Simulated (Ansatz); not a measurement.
RbBr (started from an entry of an open crystallographic database) (r2SCAN geometry), in Ansatz:

```cif
data_structure
_symmetry_space_group_name_H-M 'P 1'
_symmetry_Int_Tables_number 1
_cell_length_a 4.8944
_cell_length_b 4.8944
_cell_length_c 4.8944
_cell_angle_alpha 60.000
_cell_angle_beta 60.000
_cell_angle_gamma 60.000
_cell_volume 82.90
loop_
_atom_site_label
_atom_site_type_symbol
_atom_site_fract_x
_atom_site_fract_y
_atom_site_fract_z
_atom_site_occupancy
Rb1 Rb 0.00000 0.00000 0.00000 1
Br1 Br 0.50000 0.50000 0.50000 1
```

G0W0@PBE with 311 empty bands, a screening cutoff of 140 eV and a 4×4×4 mesh (PAW, contour deformation) gives 6.794 eV over the mesh points, from a PBE gap of 4.291 eV; it sums over 319 bands with 331 plane waves in the screening and a wave cutoff of 420 eV. G0W0 values are finite-basis, finite-mesh values. (Simulation; spin polarisation is off.)

(1) Another run gave a Kohn-Sham gap of 4.291 eV and a G0W0 gap of 6.790 eV, summing over 319 bands with 331 plane waves in the screening and a wave cutoff of 420 eV. What was changed?

(2) Estimate the gap with empty bands 572, screening cutoff 210 eV.

(3) Another run gave a Kohn-Sham gap of 4.893 eV and a G0W0 gap of 7.096 eV, summing over 319 bands with 331 plane waves in the screening and a wave cutoff of 500 eV. What was changed?

Results:

(1) Frequency model Godby-Needs pole. Only the quasiparticle gap differs.

(2) 6.871 eV (+0.077 eV), from a Kohn-Sham gap of 4.291 eV.

(3) Starting point r2SCAN, with them a wave cutoff of 500 eV. The Kohn-Sham gap has moved while bands and screening basis stay; the higher wave cutoff is that of a meta-GGA.

The runs are scalar-relativistic, without spin-orbit coupling.
